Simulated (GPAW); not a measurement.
Runs of GPAW 26.7.0 on BaTiO3. The structure is tetragonal, space group P4mm (No. 99). Conventional cell: a = 3.946 Å, b = 3.946 Å, c = 3.964 Å, α = 90.00°, β = 90.00°, γ = 90.00°. Ba (site symmetry 4mm) has 12 O at 2.75 to 2.84 Å as nearest neighbours. Around Ti (site symmetry 4mm) lie 6 O at 1.87 to 2.10 Å. O (site symmetry 2mm) is surrounded by 2 Ti at 1.98 Å. Around O (site symmetry 4mm) lie 2 Ti at 1.87 to 2.10 Å. 

```tsv
cell	gap on the mesh (eV)
P4mm, 12.34 Å³/atom	1.90
P4mm, 12.08 Å³/atom	1.94
P4mm, 13.63 Å³/atom	1.69
P4mm, 13.05 Å³/atom	1.78
P4mm, 13.37 Å³/atom	(a)
P4mm, 13.11 Å³/atom	(b)
P4mm, 12.6 Å³/atom	1.85
P4mm, 12.66 Å³/atom	1.85
```

Alike in all rows: task dielectric tensor; level PBE; potentials or basis GPAW PAW data sets (gpaw-data 1.2.1), pw; no spin polarisation; k mesh 6 × 6 × 6; cutoff (eV) 650; smearing fermi-dirac 0.001 eV.

**Question.** Fill in the values left out.

**Answer.** (a) 1.73; (b) 1.77.

Caveats: the long-wavelength limit can be off by several per cent where d states take part; spin-orbit coupling is left out, which moves the levels of the heavy elements; an odd mesh through Γ misses points on the zone boundary, where band edges often lie.

A k mesh can miss the band edges, and the runs leave out spin-orbit coupling on Ba.
